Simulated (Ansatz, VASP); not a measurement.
**Two plane-wave programs on Mg**

Contents of INCAR:

```
PREC = Accurate
ENCUT = 520
EDIFF = 1E-7
ISMEAR = -1
SIGMA = 0.1
LREAL = F
LASPH = T
NELM = 80
ALGO = Normal
ISIF = 2
LWAVE = F
LCHARG = T
LELF = T
LVHAR = T
NBANDS = 9
```

KPOINTS

```
regular mesh
0
Gamma
  19 19 10
```

The input POSCAR:

```
Mg
1.0
    3.2530984811      0.0000000000      0.0000000000
   -1.6265492405      2.8172659257      0.0000000000
    0.0000000000      0.0000000000      5.2806564491
Mg
2
Direct
    0.3333333333      0.6666666667      0.2500000000
    0.6666666667      0.3333333333      0.7500000000
```

Input for Ansatz:

```yaml
crystal:
  lattice:
    - [3.2530984811, 0.0, 0.0]
    - [-1.6265492405, 2.8172659257, 0.0]
    - [0.0, 0.0, 5.2806564491]
  atoms:
    - { symbol: Mg, position: [0.3333333333, 0.6666666667, 0.25] }
    - { symbol: Mg, position: [0.6666666667, 0.3333333333, 0.75] }
hamiltonian:
  xc: lda
  pseudopotentials:
    kind: paw
    azcp:
      Mg: "pseudopotentials/Mg.paw.azcp"
basis:
  ecutwfc: 420
  fft_grid_basis: typed
kpoints:
  mp_grid: { grid: [19, 19, 10], shift: [0, 0, 0] }
magnetization:
  spin_polarized: false
scf:
  occupations: { method: fermi_dirac, width: 0.1 }
output:
  stress: true
```

Alike in both runs: task single point; functional LDA; k mesh 19 × 19 × 10; occupations fermi-dirac, width 0.1 eV; no spin polarisation.

|  | VASP | Ansatz |
| --- | --- | --- |
| version | VASP 6.6.1 | Ansatz 0.2.0 |
| potentials or method | VASP PAW LDA potentials, release 64 (Mg) | plane waves (420 eV) with PAW, scalar-relativistic |
| plane-wave cutoff (eV) | 520 | 420 |
| valence electrons in the cell | 4 | 20 |

```tsv
	VASP	Ansatz	Ansatz less VASP
pressure (GPa)	-3.8	-3.5	+0.30
largest component of the traceless stress (GPa)	0.07	0.07	+0.002
```

The two sets of potentials don't hold the same shells in valence. Ansatz warned: «pseudo_functional_mismatch».
